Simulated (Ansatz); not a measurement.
# Fe3Ge (Fm-3m) in Ansatz: relaxation of cell and atoms with PBEsol

Aim: the relaxation of cell and atoms of Fe3Ge with PBEsol.

All numbers are computed with Ansatz 0.2.0; they aren't measurements. Logs are shortened: lines on timing, memory, paths and dates and some standing lists are left out, and cuts for length are marked.

## (1) The crystal as given

Symmetry: Fm-3m, No. 225, cubic system. The conventional cell has a = 5.751 Å, b = 5.751 Å, c = 5.751 Å, α = 90.00°, β = 90.00°, γ = 90.00°. Ge (site symmetry m-3m) has 8 Fe at 2.49 Å as nearest neighbours. Around Fe (site symmetry -43m) lie 4 Ge at 2.49 Å and 4 Fe at 2.49 Å. Fe (site symmetry m-3m) has 8 Fe at 2.49 Å as nearest neighbours.

The cell comes from a database or a generator and needn't be the stable form of this composition.

## (2) Relaxation of cell and atoms, PBEsol, collinear spin, ferromagnetic start, target pressure 30 GPa, at which the enthalpy is minimised

input.yaml reads:

```yaml
crystal:
  lattice:
    - [0.0, 2.8755854299, 2.8755854299]
    - [2.8755854299, 0.0, 2.8755854299]
    - [2.8755854299, 2.8755854299, 0.0]
  atoms:
    - { symbol: Ge, position: [0.0, 0.0, 0.0] }
    - { symbol: Fe, position: [0.75, 0.75, 0.75], spin: 3.0 }
    - { symbol: Fe, position: [0.25, 0.25, 0.25], spin: 3.0 }
    - { symbol: Fe, position: [0.5, 0.5, 0.5], spin: 3.0 }
hamiltonian:
  xc: pbesol
  pseudopotentials: { kind: paw }
magnetization:
  spin_polarized: true
kpoints:
  mp_grid: { grid: [8, 8, 8] }
scf:
  occupations: { method: fermi_dirac, width: 0.05 }
output:
  forces: true
  stress: true
  eigenvalues: true
relax:
  f_tol: 0.01
  max_steps: 40
  cell: { stress_tol: 0.05, p_target: 30.0 }
```

Potentials or basis: Ansatz PAW.

Launch:

```bash
> ansatz run input.yaml --threads 2 --pin off --max-ram 5632MiB --backend cpu --events-out ev --progress --plain --runs-dir out
```

Log:

```text
Warning: RAYON_NUM_THREADS=2 ignored (pool sized by the plan → 2); use --threads N
Engine: ansatz 0.2.0, x86_64-unknown-linux-gnu
Pseudopotentials: kind: paw
Pseudopotential: Ge, paw, valence charge 14, recommended cutoff 420 eV (normal), Ge.paw.azcp
Pseudopotential: Fe, paw, valence charge 16, recommended cutoff 420 eV (normal), Fe.paw.azcp
Functional definition: PBEsol
  exchange = pbesol_x
  correlation = pbesol_c
Crystal: 4 atoms, lattice volume = 47.556 Å³
Basis set: ecut = 420 eV, 941 PW (Γ), exchange–correlation on 60×60×60 points (8 copies of the dense FFT grid, shifted against one another)
Bands: 43, of which v1, the nominal top of the filled ones, is band 31 counted from 1 (30 counted from 0)
Symmetry: 48 space group operations
Space group: Fm-3m (ITA 225), of the structure as read, at distance tolerance 3.6e-5 Å
Magnetic group: BNS 225.116 (UNI 1618), of the structure as read, at distance tolerance 3.6e-5 Å
k-points: 29 of 512
Non-local potential: Ge, projectors of the file, l = 0: 2, l = 1: 2, l = 2: 3, l = 3: 1
Non-local potential: Fe, projectors of the file, l = 0: 3, l = 1: 2, l = 2: 3, l = 3: 1
PAW form: soft (Blöchl's): semilocal exchange-correlation on the pseudo side does not see the compensation charge
PAW frozen core: Ge, regenerated for the run's functional, and the local potential with it (the file was generated under x = pbe(κ = 0.804, μ = 0.2195149727645171), c = pbe(β = 0.06672455060314922))
PAW frozen core: Fe, regenerated for the run's functional, and the local potential with it (the file was generated under x = pbe(κ = 0.804, μ = 0.2195149727645171), c = pbe(β = 0.06672455060314922))
PAW one-centre angular grid: Ge, 590 points (default); XC on 64 Gauss nodes
PAW one-centre angular grid: Fe, 590 points (default); XC on 64 Gauss nodes
Initial density: superposition of atomic densities (chi_scale 0.1, normalization cell)
Starting moments: Σ|m| = 9 μB on 3 of 4 sites
Initial wavefunctions: pseudopotential atomic-orbital guess
Functional: x = pbesol(κ = 0.804, μ = 0.12345679012345678), c = pbesol(β = 0.046)
SCF iter   1: F=—  HF=-17598.560539 eV  |F-HF|=—  |Δ(HF+E_count)|=         —  Δρ=5.90e-2 (↑5.90e-2 ↓4.52e-2)  dr2=2.57e0  dr2_m=2.81e-1  M=7.453 μB ∫|m|=7.767 μB  β_m=0.30  ethr=3.10e-3  ⟨swp⟩=5.3  Hψ=8129  notcnv=0  defer=11
Mixer restart at iter 1: flushing history
preconditioner: auto → Kerker (q_TF=auto, 2.852 Å⁻¹)  [metal: Δε(μ)=0.016 eV  Ē_g=14.037 eV  σ=0.050 eV  W_gap=0.08  n_scr=14 (ndim 8)  ℏωp=33.2 eV  f_vac=0.000  D(μ)=4.33/eV (n_scr^D=58)]
spin=Collinear: Kerker preconditioning applied to the charge; magnetization (m = ρ↑ − ρ↓) channel mixes plain (no charge-response kernel on spin).
[... 99 lines left out ...]
Per-site moments (μB) at R_I (Å): [(-0.018860855364324976, 0.9707594703150301), (1.0464916475569863, 0.9707594703150301), (1.046491647556987, 0.9707594703150302), (2.363955922927525, 0.9707594703150302)]
Free energy (F): -17600.298313 eV
Harris-Foulkes:  -17600.298313 eV  (|F-HF|=0.00e0)
Internal energy: -17600.266250 eV  (E = F + TS)
E sigma→0 (E₀):  -17600.282281 eV
Entropy (-TS):   -0.032063 eV (-8.016 meV/atom)
Fermi energy:    21.973183 eV
--- Per-component energies (eV) ---
  E_band       = -451.058350
  E_kinetic    = 1193.123819
  E_local      = -7360.133541  (includes V_loc(G=0)·N_el)
  E_nonlocal   = 1079.276171
  E_hartree    = 3189.600244
  E_xc         = -436.181723
  E_vxc        = -532.212543  (∫ρ·V_xc dr)
  E_paw        = -5986.633798  (= ΣΔE_a)
  E_vpaw       = -1210.315736  (= ΣTr[D̂ρ^β])
  E_aug_tail   = 0.002998  (compensation charges beyond the density's cutoff)
  E_ewald      = -9280.775960
  E_core_change = 1.455541  (= ΣΔE_core)
  E_smearing   = -0.032063  (= −TS)
  E_closure    = -0.000000  (closes the sum)
  Σ components = -17600.298313   (vs F -17600.298313, Δ=0.00e0)
--- Forces (eV/Å), atoms counted from 1 ---
  atom   1  Ge     0.00000000    -0.00000000     0.00000000
  atom   2  Fe    -0.00000000     0.00000000     0.00000000
  atom   3  Fe     0.00000000    -0.00000000    -0.00000000
  atom   4  Fe     0.00000000    -0.00000000     0.00000000
  max |Σ_I F_I| component: 5.09e-17 eV/Å
--- Stress (GPa, compression-positive) ---
       29.995297       0.000000      -0.000000
        0.000000      29.995297      -0.000000
       -0.000000      -0.000000      29.995297
  P = ⅓ Tr σ = 29.9953 GPa (299.953 kbar)
--- Band table (eV; the first three rows and the last of 58) ---
  k-point 0 ↑: bands = ["-66.4731", "-65.0600", "-65.0333", "-32.6898", "-32.6898", "-32.6898", "-31.3440", "-31.3440", "-31.3440", "-31.2314", "-31.2314", "-31.2314", "-2.6040", "-2.6040", "-2.6040", "-2.5738", "-2.5738", "8.8252", "16.9371", "16.9371", "17.0331", "17.0331", "17.0331", "18.3907", "18.3907", "18.3907", "20.7802", "20.7802", "21.5126", "21.5126", "21.5126", "21.8897", "21.8897", "25.5553", "26.7886", "26.7886", "26.7886", "28.5109", "28.5109", "28.5109", "31.4774", "31.4774", "31.4774"]
  k-point 1 ↑: bands = ["-66.4725", "-65.0594", "-65.0345", "-32.6912", "-32.6912", "-32.6901", "-31.3393", "-31.3393", "-31.3358", "-31.2405", "-31.2348", "-31.2348", "-2.6049", "-2.6036", "-2.6036", "-2.5728", "-2.5728", "9.0572", "16.6348", "16.6348", "16.7574", "17.5127", "17.5127", "18.3350", "18.3711", "18.3711", "20.7473", "20.7473", "21.1827", "21.3173", "21.3173", "21.8865", "21.8865", "25.2098", "26.5473", "26.6090", "26.6090", "28.5391", "28.5975", "28.5975", "31.4513", "31.4513", "32.1639"]
  k-point 2 ↑: bands = ["-66.4711", "-65.0572", "-65.0379", "-32.6945", "-32.6945", "-32.6905", "-31.3264", "-31.3264", "-31.3167", "-31.2623", "-31.2446", "-31.2446", "-2.6070", "-2.6026", "-2.6026", "-2.5705", "-2.5705", "9.7132", "15.9744", "16.4748", "16.4748", "18.0380", "18.0380", "18.1476", "18.4424", "18.4424", "20.6252", "20.6252", "20.7021", "20.9685", "20.9685", "21.7505", "21.7505", "23.8586", "26.2856", "26.3560", "26.3560", "28.2811", "28.2811", "29.7888", "32.2259", "32.2259", "32.8543"]
  k-point 28 ↓: bands = ["-63.8165", "-63.8165", "-63.6886", "-30.3360", "-30.2215", "-30.2215", "-30.1672", "-30.0334", "-30.0328", "-29.8415", "-29.8415", "-29.7941", "-2.6111", "-2.6111", "-2.6004", "-2.5815", "-2.5725", "11.8430", "15.9091", "15.9091", "17.1917", "18.6250", "19.5768", "19.5768", "19.8417", "20.6345", "20.6345", "21.0205", "21.7150", "22.6048", "22.6811", "22.6811", "22.7379", "23.5976", "23.5976", "23.6060", "29.4223", "30.7137", "31.5689", "31.5689", "36.4755", "36.4755", "37.5511"]
--- Relaxed structure (4 steps of the walk, 4 accepted, 1 SCFs on fresh bases) ---
  F+E_penalty+E_count = -17600.29831270 eV   max|allowed force component| = 1.330e-16 eV/Å   (the final SCF, on the basis selected at the relaxed cell)
  cell:  # Å, volume = 40.1330 Å³
    - [1.9362413725003242e-33, 2.7174217769927815, 2.7174217769927815]
    - [2.7174217769927815, -3.5667604230269114e-34, 2.7174217769927815]
    - [2.7174217769927815, 2.7174217769927815, -4.585834829606032e-34]
  atoms:
    - { symbol: Ge, position: [-1.2573443862674383e-33, 9.97706362355126e-34, 9.251934672730575e-34] }
    - { symbol: Fe, position: [0.7500000000000001, 0.7500000000000001, 0.7500000000000001] }
    - { symbol: Fe, position: [0.25, 0.25, 0.25] }
    - { symbol: Fe, position: [0.5, 0.5, 0.5] }
```

Run time: 23 s. Hardware: 2 threads of Intel Xeon Platinum 8259CL at 2.50GHz (Skylake/Cascade Lake), shared host; peak memory 0.49 GiB.

What came out:

```yaml
Free_energy: -17600.2983 eV
Relaxed_volume: 10.03 Å³/atom
Relaxed_cell: a = 3.843 Å, b = 3.843 Å, c = 3.843 Å, α = 60.00°, β = 60.00°, γ = 60.00°
Space_group_after_relaxing_to_0.05_Å: Fm-3m (No. 225)
Energy_change_on_relaxing_the_enthalpy_is_what_falls: +67.8 meV/atom
Ionic_steps: 5
Pressure_after_relaxing: 30.0 GPa
Band_gap_on_the_k_mesh: none (metal or under the smearing width)
Net_moment: 4.42 μB per cell
Absolute_moment: 4.64 μB per cell
Site_moments: Ge -0.02; Fe +1.05, +2.36 μB
```

Step by step:
```tsv
step	energy change (eV)	largest force (eV/Å)	volume (Å³)
1	0.0000	0.0000	47.56
2	0.1540	0.0000	40.80
3	0.3018	0.0000	39.95
4	0.2668	0.0000	40.13
5	0.2711	0.0000	40.13
```

Final structure:
```xyz
4
Lattice="0.0000 2.7174 2.7174 2.7174 0.0000 2.7174 2.7174 2.7174 0.0000" Properties=species:S:1:pos:R:3 pbc="T T T"
Ge    0.0000    0.0000    0.0000
Fe    4.0761    4.0761    4.0761
Fe    1.3587    1.3587    1.3587
Fe    2.7174    2.7174    2.7174
```

Caveat: the volume moved by over 15 % at a fixed basis, so the end points are rough; the plane-wave basis is chosen anew once the cell has moved, so the energies of steps on either side of that aren't comparable; the PAW data sets come from PBE, with cores solved anew for the run's functional, which leaves a small shift of forces and pressure.
